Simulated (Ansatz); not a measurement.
# Computed properties of PbO2 (anatase)

All numbers come from the PAW code Ansatz. Simulation only: non-magnetic, and no claim that this is the phase found in nature.

PbO2 (anatase), relaxed with r2SCAN. Space group I4_1/amd (No. 141), tetragonal; conventional cell a = 4.228 Å, c = 10.741 Å, 16.00 Å³ an atom. Pb is surrounded by 6 O at 2.17–2.18 Å; O is surrounded by 3 Pb at 2.17–2.18 Å.

```cif
data_structure
_symmetry_space_group_name_H-M 'P 1'
_symmetry_Int_Tables_number 1
_cell_length_a 6.1469
_cell_length_b 6.1469
_cell_length_c 6.1469
_cell_angle_alpha 139.765
_cell_angle_beta 139.765
_cell_angle_gamma 58.210
_cell_volume 96.02
loop_
_atom_site_label
_atom_site_type_symbol
_atom_site_fract_x
_atom_site_fract_y
_atom_site_fract_z
_atom_site_occupancy
Pb1 Pb 0.75000 0.25000 0.50000 1
Pb2 Pb 0.00000 0.00000 0.00000 1
O1 O 0.54790 0.04790 0.50000 1
O2 O 0.79790 0.79790 0.00000 1
O3 O 0.20210 0.20210 0.00000 1
O4 O 0.95210 0.45210 0.50000 1
```

Relaxed lattice by functional, symmetry kept:
```
functional  k mesh  a (Å)   c (Å)  volume (Å³/atom)
       PBE   8×8×8  4.300  10.906             16.80
    r2SCAN   8×8×8  4.228  10.741             16.00
    PBEsol   8×8×8  4.239  10.779             16.14
       LDA   8×8×8  4.183  10.738             15.66
```

On this one geometry the levels give:
```tsv
level	k mesh	gap (eV)	kind	edges	least direct gap (eV)
LDA	8×8×8	none (overlap 0.12)	–	–	–
PBE	8×8×8	none (overlap 0.04)	–	–	–
PBE+SOC	8×8×8	none (overlap 0.01)	–	–	–
r2SCAN	8×8×8	0.17	indirect	(1/4, -3/8, 3/8) → Γ	0.57
HSE06	6×6×6	0.69	indirect	M–S (0.79) → Γ	1.40
```
All runs use a smearing of 0.02 eV.
Wave cutoffs: 420 eV, 500 eV (r2SCAN).

HSE06 gives an indirect gap of 0.69 eV, from M–S (0.79 of the way from M) to Γ; the least direct gap is 1.40 eV at Γ. With PBE+SOC the bands overlap by 0.01 eV (counted from 1, band 52 peaks at P and band 53 bottoms out at Γ): no gap. With so small a gap spin-orbit coupling can invert the bands, which the size of the gap doesn't show: the edges may have crossed and parted again.

The levels disagree on the kind of gap: indirect with r2SCAN, HSE06; no gap with LDA, PBE, PBE+SOC.

Only the levels marked +SOC include spin-orbit coupling.

Where bands overlap the cell is a metal at that level, and these k meshes limit energies, forces and stress. Overlaps of a few tenths of an eV in semilocal functionals can be an artefact that a hybrid or GW lifts.
